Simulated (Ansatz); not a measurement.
Sr, DFT, PBE, all-electron LAPW, scalar-relativistic (Ansatz 0.2.0), run on 1 thread of Arm Neoverse V2 on a shared host.

The cell was built from the sc type and relaxed in the same program; it needn't be a known or the stable phase. The listed cell was then made from it by scaling, straining or moving an atom.

Command: `ansatz run input.yaml --threads 1 --pin off --max-ram 2048MiB --backend cpu --events-out ev --progress --plain --runs-dir out`

```yaml
crystal:
  lattice:
    - [3.9086584584, 0.0, 0.0]
    - [0.0, 3.9086584584, 0.0]
    - [0.0, 0.0, 3.7340946713]
  atoms:
    - { symbol: Sr, position: [0.0, 0.0, 0.0] }
kpoints:
  mp_grid: { grid: [13, 13, 13] }
scf:
  occupations: { method: fermi_dirac, width: 0.05 }
hamiltonian:
  xc: pbe
  pseudopotentials: { kind: all_electron, lapw: { basis_error: 0.001 } }
output:
  forces: true
  stress: true
  eigenvalues: true
```

(1) How large is the problem that the program sets up?

(2) Estimate the wall time.

(3) And the same cell and mesh by PAW with the default files, asked for forces, stress, eigenvalues, efg, write_density, write_potential, elf, on the same hardware?

(4) And the same cell and mesh by crystal-made all-electron datasets, asked for forces, stress, eigenvalues, efg, on the same hardware?

Answers

(1) 196 irreducible k-points, 139 plane waves at Γ, 14 bands.

(2) 8.6 s of wall time for 8 SCF iterations. Times on shared machines scatter by tens of per cent.

(3) 6.8 s.

(4) 7.2 s.
